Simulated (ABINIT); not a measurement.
Input of an ABINIT 10.8.3 (patched build) run:

run.abi

```
ndtset 2

pp_dirpath "./"
pseudos "Ti.GGA_PBE-JTH.xml, Al.GGA_PBE-JTH.xml"

acell 3*1.0
rprim
     5.4183403473     0.0000000000     0.0000000000
    -2.7091701735     4.6924203870     0.0000000000
     0.0000000000     0.0000000000     8.8402956583
ntypat 2
znucl 22 13
natom 2
typat 1 2
xcart
     0.0000000000     0.0000000000     0.0000000000
    -0.0000000001     1.6554146219     2.3390415000 Angstrom

ecut 18.0
pawecutdg 36.0

ixc 7

occopt 3
tsmear 0.00183747

nstep 100

iomode 3
prtwf 0
prteig 0
prtebands 0
prtden1 1

kptopt1 1
ngkpt1 11 11 6
nshiftk1 1
shiftk1 0.0 0.0 0.0
nband1 12
tolvrs1 1.0e-9

iscf2 -2
getden2 1
nband2 18
nbdbuf2 4
tolwfr2 1.0e-11
kptopt2 -7
ndivsm2 5
prteig2 1
kptbounds2
     0.0000000000     0.0000000000     0.0000000000
     0.5000000000     0.0000000000     0.0000000000
     0.3333333333     0.3333333333     0.0000000000
     0.0000000000     0.0000000000     0.0000000000
     0.0000000000     0.0000000000     0.5000000000
     0.5000000000     0.0000000000     0.5000000000
     0.3333333333     0.3333333333     0.5000000000
     0.0000000000     0.0000000000     0.5000000000
```

Potentials or basis: JTH PAW PBE v2.0.

Command:

```sh
$ abinit run.abi > log 2>&1
```

Predict the band gap on the k mesh.

none (metal or under the smearing width).

What does it give for the pressure?

-5.5 GPa.

Stress tensor (GPa, compression positive):
```
-5.14  0.00  0.00
 0.00 -5.14  0.00
 0.00  0.00 -6.32
```

Caveat: the PAW data sets were made with another functional, which shifts forces and pressure a little.
